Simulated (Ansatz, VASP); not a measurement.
One calculation of BaS, two programs

INCAR

```
SYSTEM = BaS
ALGO = Normal
EDIFF = 1E-6
ENCUT = 520
GGA = RP
ISIF = 2
ISMEAR = 0
IVDW = 13
LASPH = .True.
LCHARG = .False.
LREAL = .False.
LWAVE = .False.
NBANDS = 15
NELM = 60
PREC = Accurate
SIGMA = 0.05
```

The input KPOINTS:

```
k-points
0
Gamma
  6 6 6
  0 0 0
```

File POSCAR:

```
BaS
1.0
    0.0000000000      3.2477258449      3.2477258449
    3.2477258449      0.0000000000      3.2477258449
    3.2477258449      3.2477258449      0.0000000000
Ba S
1 1
Direct
    0.5000000000      0.5000000000      0.5000000000
    0.0000000000      0.0000000000      0.0000000000
```

Input for Ansatz:

```yaml
crystal:
  lattice:
    - [0.0, 3.2477258449, 3.2477258449]
    - [3.2477258449, 0.0, 3.2477258449]
    - [3.2477258449, 3.2477258449, 0.0]
  atoms:
    - { symbol: Ba, position: [0.5, 0.5, 0.5] }
    - { symbol: S, position: [0.0, 0.0, 0.0] }
basis:
  ecutwfc: 420
  ecutrho_ratio: 4
kpoints:
  mp_grid: { grid: [6, 6, 6] }
hamiltonian:
  xc: rpbe
  dispersion: d4
scf:
  occupations: { method: gaussian, width: 0.05 }
output:
  forces: true
  stress: true
  eigenvalues: true
```

Alike in both runs: task single point; functional RPBE; dispersion D4; k mesh 6 × 6 × 6; occupations gaussian, width 0.05 eV; no spin polarisation.

```csv
,VASP,Ansatz
version,VASP 6.6.1,Ansatz 0.2.0
potentials or method,"VASP PAW PBE potentials, release 64 (Ba_sv, S)","scalar-relativistic, plane waves, PAW"
plane-wave cutoff (eV),520,420
valence electrons in the cell,16,16
```

Ansatz gave:

| Property | Result |
| --- | --- |
| gap on the k mesh at the Fermi level (eV) | 2.42 |
| least direct gap on the mesh (eV) | 2.55 |
| pressure (GPa) | -1.5 |
| dispersion energy (meV/atom) | -372.5 |

What did VASP give for the same quantities?

gap on the k mesh at the Fermi level (eV): 2.33; least direct gap on the mesh (eV): 2.49; pressure (GPa): -1.0; dispersion energy (meV/atom): -372.3.

Caveats: the PAW data sets were made with another functional, which shifts forces and pressure a little (VASP); spin-orbit coupling is left out, which moves the levels of the heavy elements. RPBE gaps usually lie below the measured ones, often by a third to a half. A k mesh can miss the band edges.
